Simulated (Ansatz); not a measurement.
# Tin, omega (AlB2-type) under RPBE: structure, energy and stiffness

The plan for tin in the omega (AlB2-type) structure: relax it, solve it on a dense k-mesh, then scale the cell to 7 volumes from 88 to 112 % of the relaxed one and try a fit of the equation of state. Spin polarisation is left out. The k-meshes are 7×7×10 for the relaxation; 9×9×13 for the dense run; 8×8×11 for the volumes.

Program: Ansatz 0.2.0. Level of theory: DFT RPBE, plane waves (420 eV) with PAW, scalar-relativistic; PBE-made PAW files. These are calculated values, not measurements.

## Step 1: Starting point

The structure is hexagonal, space group P6/mmm (No. 191). Conventional cell: a = 5.411 Å, b = 5.411 Å, c = 3.317 Å, α = 90.00°, β = 90.00°, γ = 120.00°. Sn (site symmetry 6/mmm) is surrounded by 14 Sn at 3.32 to 3.54 Å. Sn (site symmetry -6m2) is surrounded by 11 Sn at 3.12 to 3.54 Å.

Structure file:

```
CELL_PARAMETERS angstrom
5.41098 0.00000 0.00000
-2.70549 4.68605 0.00000
0.00000 0.00000 3.31693
ATOMIC_POSITIONS crystal
Sn 0.00000 0.00000 0.00000
Sn 0.33333 0.66667 0.50000
Sn 0.66667 0.33333 0.50000
```

## Step 2: Geometry optimisation

File input.yaml:

```yaml
crystal:
  lattice:
    - [5.410984979, 0.0, 0.0]
    - [-2.7054924895, 4.6860504513, 0.0]
    - [0.0, 0.0, 3.3169337921]
  atoms:
    - { symbol: Sn, position: [0.0, 0.0, 0.0] }
    - { symbol: Sn, position: [0.3333333333, 0.6666666667, 0.5] }
    - { symbol: Sn, position: [0.6666666667, 0.3333333333, 0.5] }
hamiltonian:
  xc: rpbe
  pseudopotentials:
    kind: paw
    azcp:
      Sn: "pseudopotentials/Sn.paw.azcp"
basis:
  ecutwfc: 420
  fft_grid_basis: typed
kpoints:
  mp_grid: { grid: [7, 7, 10], shift: [0, 0, 0] }
magnetization:
  spin_polarized: false
scf:
  occupations: { method: fermi_dirac, width: 0.1 }
relax:
  max_steps: 60
  f_tol: 0.01
  cell: {}
```

What it wrote (excerpt; [...] marks lines left out):

```text
Warning: RAYON_NUM_THREADS=2 ignored (pool sized by the plan → 2); use --threads N
[...]
Pseudopotentials: kind: paw
Pseudopotential: Sn, paw, valence charge 14, recommended cutoff 420 eV (normal), <dir>
Functional definition: RPBE
[...]
Crystal: 3 atoms, lattice volume = 84.105 Å³
Basis set: ecut = 420 eV, 1661 PW (Γ), exchange–correlation on 80×80×48 points (8 copies of the dense FFT grid, shifted against one another)
Bands: 26, of which v1, the nominal top of the filled ones, is band 21 counted from 1 (20 counted from 0)
Symmetry: 24 space group operations
Space group: P6/mmm (ITA 191), of the structure as read, at distance tolerance 4.4e-5 Å
k-points: 48 of 490
[...]
SCF iter   1: F=—  HF=-18098.084541 eV  |F-HF|=—  |Δ(HF+E_count)|=         —  Δρ=2.87e-3  dr2=3.60e-3  ethr=1.77e-3  ⟨swp⟩=6.4  Hψ=5664  notcnv=0
[...]
relax step   1: F+E_penalty+E_count = -18098.08197864 eV  Δ(F+E_penalty+E_count) = +0.000e0 eV  max|allowed force component| = 3.701e-17 eV/Å  Δτ_max = 0.0000 Å  P = +1.093 GPa  Ω = 84.105 Å³  (6 SCF iters, dr2 threshold 1.00e-7 eV, accepted)
[...]
relax step   4: F+E_penalty+E_count = -18098.08877788 eV  Δ(F+E_penalty+E_count) = -2.333e-5 eV  max|allowed force component| = 7.247e-17 eV/Å  Δτ_max = 0.0000 Å  P = +0.007 GPa  Ω = 86.174 Å³  energy of the carried Pulay correction = -4.509e-4 eV  (3 SCF iters, dr2 threshold 6.74e-9 eV, accepted)
[...]
relax step   5: F+E_penalty+E_count = -18098.08922486 eV  Δ(F+E_penalty+E_count) = -4.470e-4 eV  max|allowed force component| = 7.247e-17 eV/Å  Δτ_max = 0.0000 Å  P = +0.006 GPa  Ω = 86.174 Å³  stress off target by 1.20e-2 GPa  SCF on the basis re-selected at this cell (its energy is not [...]
SCF converged after 5 iterations
Free energy (F): -18098.089225 eV
[...]
E sigma→0 (E₀):  -18098.059756 eV
Entropy (-TS):   -0.058938 eV (-19.646 meV/atom)
Fermi energy:    10.262298 eV
[...]
--- Forces (eV/Å), atoms counted from 1 ---
  atom   1  Sn    -0.00000000     0.00000000     0.00000000
  atom   2  Sn    -0.00000000     0.00000000     0.00000000
  atom   3  Sn     0.00000000    -0.00000000     0.00000000
[...]
--- Stress (GPa, compression-positive) ---
        0.012036       0.000000       0.000000
       -0.000000       0.012036       0.000000
        0.000000       0.000000      -0.006452
  P = ⅓ Tr σ = 0.0059 GPa (0.059 kbar)
--- Relaxed structure (4 steps of the walk, 4 accepted, 1 SCFs on fresh bases) ---
  F+E_penalty+E_count = -18098.08922486 eV   max|allowed force component| = 7.247e-17 eV/Å   (the final SCF, on the basis selected at the relaxed cell)
  cell:  # Å, volume = 86.1736 Å³
    - [5.465092228398917, 0.0, 0.0]
    - [-2.7325461141994585, 4.73290870381837, 0.0]
    - [0.0, 0.0, 3.3315680656915205]
  atoms:
    - { symbol: Sn, position: [-3.140802763753975e-35, 3.110982237477044e-35, 0.0] }
    - { symbol: Sn, position: [0.3333333333333333, 0.6666666666666666, 0.49999999999999994] }
    - { symbol: Sn, position: [0.6666666666666666, 0.3333333333333333, 0.49999999999999994] }
```

Wall time 12 s (2 threads of an x86-64 CPU, shared host); peak memory 0.46 GiB.

Relaxation path:

```
step  energy change (meV/atom)  largest force (eV/Å)  pressure (GPa)  volume (Å³/atom)
   1                      0.00                0.0000            1.09            28.035
   2                     -2.20                0.0000           -0.12            28.811
   3                     -2.26                0.0000           -0.01            28.735
   4                     -2.27                0.0000            0.01            28.725
   5                     -2.42                0.0000            0.01            28.725
```

Steps that repeat a cell are solved on a basis chosen anew, so their changes of energy are no gain of the relaxation.

The cell of the run, before and after:

|  | before | after | change |
| --- | --- | --- | --- |
| a (Å) | 5.411 | 5.465 | +1.0 % |
| b (Å) | 5.411 | 5.465 | +1.0 % |
| c (Å) | 3.317 | 3.332 | +0.4 % |
| volume (Å³/atom) | 28.035 | 28.725 | +2.5 % |
| shortest distance (Å) | 3.124 | 3.155 | +1.0 % |
| space group (spins left aside) | P6/mmm | P6/mmm | same |

## Step 3: Single point on a dense mesh

File input.yaml:

```yaml
crystal:
  lattice:
    - [5.4650922284, 0.0, 0.0]
    - [-2.7325461142, 4.7329087038, 0.0]
    - [0.0, 0.0, 3.3315680657]
  atoms:
    - { symbol: Sn, position: [1.0, 0.0, 0.0] }
    - { symbol: Sn, position: [0.3333333333, 0.6666666667, 0.5] }
    - { symbol: Sn, position: [0.6666666667, 0.3333333333, 0.5] }
hamiltonian:
  xc: rpbe
  pseudopotentials:
    kind: paw
    azcp:
      Sn: "pseudopotentials/Sn.paw.azcp"
basis:
  ecutwfc: 420
  fft_grid_basis: typed
kpoints:
  mp_grid: { grid: [9, 9, 13], shift: [0, 0, 0] }
magnetization:
  spin_polarized: false
scf:
  occupations: { method: fermi_dirac, width: 0.1 }
output:
  write_density: true
  write_potential: true
  elf: true
  volumetric_format: npy
```

What it wrote (excerpt; [...] marks lines left out):

```text
Warning: RAYON_NUM_THREADS=2 ignored (pool sized by the plan → 2); use --threads N
[...]
[... 3 set-up lines as earlier in the session ...]
[...]
Crystal: 3 atoms, lattice volume = 86.174 Å³
Basis set: ecut = 420 eV, 1673 PW (Γ)
Bands: 26, of which v1, the nominal top of the filled ones, is band 21 counted from 1 (20 counted from 0)
[... 2 set-up lines as earlier in the session ...]
k-points: 84 of 1053
[...]
SCF iter   1: F=—  HF=-18098.118486 eV  |F-HF|=—  |Δ(HF+E_count)|=         —  Δρ=2.80e-3  dr2=3.46e-3  ethr=1.77e-3  ⟨swp⟩=6.3  Hψ=9805  notcnv=0
[...]
SCF iter   6: F=-18098.115998 eV  HF=-18098.115998 eV  |F-HF|=2.75e-9  |Δ(HF+E_count)|=   3.63e-8  Δρ=4.25e-6  dr2=1.25e-8  ethr=2.38e-10  ⟨swp⟩=4.5  Hψ=8118  notcnv=0
[...]
SCF converged after 6 iterations
Free energy (F): -18098.115998 eV
[...]
E sigma→0 (E₀):  -18098.093564 eV
Entropy (-TS):   -0.044868 eV (-14.956 meV/atom)
Fermi energy:    10.206007 eV
[...]
--- Band table (eV; the first three rows and the last of 84) ---
  k-point 0: bands = ["-11.5580", "-11.4941", "-11.4941", "-11.4533", "-11.4533", "-11.4166", "-11.3340", "-11.3340", "-11.3174", "-11.2815", "-11.2815", "-11.2564", "-11.2564", "-11.2233", "-11.2233", "-0.5322", "4.6083", "4.9580", "7.7754", "7.7754", "7.9143", "7.9143", "13.0575", [...]
[...]
```

Run time: 4.5 s. Hardware: 2 threads of an x86-64 CPU, shared host; peak memory 0.48 GiB.

Density in a lattice plane of the grid's cell (edges 5.47 and 5.47 Å, at 0.500 of the third edge), which holds Sn.

Ten even steps from ' ' (0.09 e/Å³) to '@' (14.20 e/Å³):
```
                                                
                                                
                                                
                ........                        
              ::==++==::                        
            ::++%%%%++::                        
          ..==%%@@##--..                        
          ::==**++--..                          
          ..::::::..                            
                                                
                              ..::::::..        
                            ..--++**==::        
                          ..--##@@%%==..        
                          ::++%%%%++::          
                          ::==++==::            
                          ........              
                                                
                                                
                                                
                                                
```
Columns run along the first of these edges and rows up along the second, over one cell in 24 and 20 even steps from the bottom left corner. Atoms in the plane (fractional): Sn at (0.33, 0.67), Sn at (0.67, 0.33).

ELF in the same plane.

Ten even steps from ' ' (0.00) to '@' (0.45):
```
####**++====++**##%%@@@@@@@@%%##**======++**####
****++====++**%%%%##########%%##**++====++******
++++====++######################**++====++++**++
======**########++====++########**========++++==
====**######**--..  ..--**######**==============
++**######**--        --########**++++++++++++++
##%%%%####==        ::++####%%####****######****
%%@@%%##**--      ::++####%%@@%%%%%%######%%%%%%
@@@@%%##**==--::==**####@@@@@@%%############%%@@
@@@@%%######**######%%@@@@@@%%######**######%%@@
@@@@%%############%%@@@@@@####**==::--==**##%%@@
%%%%%%%%######%%%%%%@@%%####++::      --**##%%@@
##****######****####%%####++::        ==####%%%%
++++++++++++++++**########--        --**######**
================**######**--..  ..--**######**==
====++++========**########++====++########**====
++++**++++====++**######################++====++
********++====++**##%%##########%%%%**++====++**
######**++======**##%%@@@@@@@@%%##**++====++**##
######**++====++**%%@@@@@@@@@@%%**++====++**####
```
Columns run along the first of these edges and rows up along the second, over one cell in 24 and 20 even steps from the bottom left corner. Atoms in the plane (fractional): Sn at (0.33, 0.67), Sn at (0.67, 0.33).

Both are smooth fields of the valence electrons: close to the nuclei they are not physical.

## Step 4: At 88 % of the relaxed volume

File input.yaml:

```yaml
crystal:
  lattice:
    - [5.2371102848, 0.0, 0.0]
    - [-2.6185551424, 4.535470549, 0.0]
    - [0.0, 0.0, 3.192588277]
  atoms:
    - { symbol: Sn, position: [1.0, 0.0, 0.0] }
    - { symbol: Sn, position: [0.3333333333, 0.6666666667, 0.5] }
    - { symbol: Sn, position: [0.6666666667, 0.3333333333, 0.5] }
hamiltonian:
  xc: rpbe
  pseudopotentials:
    kind: paw
    azcp:
      Sn: "pseudopotentials/Sn.paw.azcp"
basis:
  ecutwfc: 420
  fft_grid_basis: typed
kpoints:
  mp_grid: { grid: [8, 8, 11], shift: [0, 0, 0] }
magnetization:
  spin_polarized: false
scf:
  occupations: { method: fermi_dirac, width: 0.1 }
  lower_state_search: "off"
output:
  stress: true
```

What it wrote (excerpt; [...] marks lines left out):

```text
Warning: RAYON_NUM_THREADS=2 ignored (pool sized by the plan → 2); use --threads N
[...]
[... 3 set-up lines as earlier in the session ...]
[...]
Crystal: 3 atoms, lattice volume = 75.833 Å³
Basis set: ecut = 420 eV, 1505 PW (Γ)
Bands: 25, of which v1, the nominal top of the filled ones, is band 21 counted from 1 (20 counted from 0)
[... 1 set-up line as earlier in the session ...]
Space group: P6/mmm (ITA 191), of the structure as read, at distance tolerance 4.2e-5 Å
k-points: 60 of 704
[...]
SCF iter   1: F=—  HF=-18097.851360 eV  |F-HF|=—  |Δ(HF+E_count)|=         —  Δρ=3.16e-3  dr2=3.87e-3  ethr=1.77e-3  ⟨swp⟩=7.6  Hψ=15136  notcnv=0  defer=29
[...]
SCF iter   6: F=-18097.848795 eV  HF=-18097.848795 eV  |F-HF|=2.84e-9  |Δ(HF+E_count)|=   1.03e-7  Δρ=4.49e-6  dr2=1.56e-8  ethr=2.38e-10  ⟨swp⟩=4.8  Hψ=5916  notcnv=0
[...]
SCF converged after 6 iterations
Free energy (F): -18097.848795 eV
[...]
E sigma→0 (E₀):  -18097.815973 eV
Entropy (-TS):   -0.065645 eV (-21.882 meV/atom)
Fermi energy:    12.083974 eV
[...]
--- Stress (GPa, compression-positive) ---
        9.001339       0.000000       0.000000
        0.000000       9.001339       0.000000
        0.000000       0.000000       5.292428
  P = ⅓ Tr σ = 7.7650 GPa (77.650 kbar)
```

It took 4.3 s on 2 threads of an x86-64 CPU, shared host; peak memory 0.45 GiB.

(Part 1 of 2 ends here.)
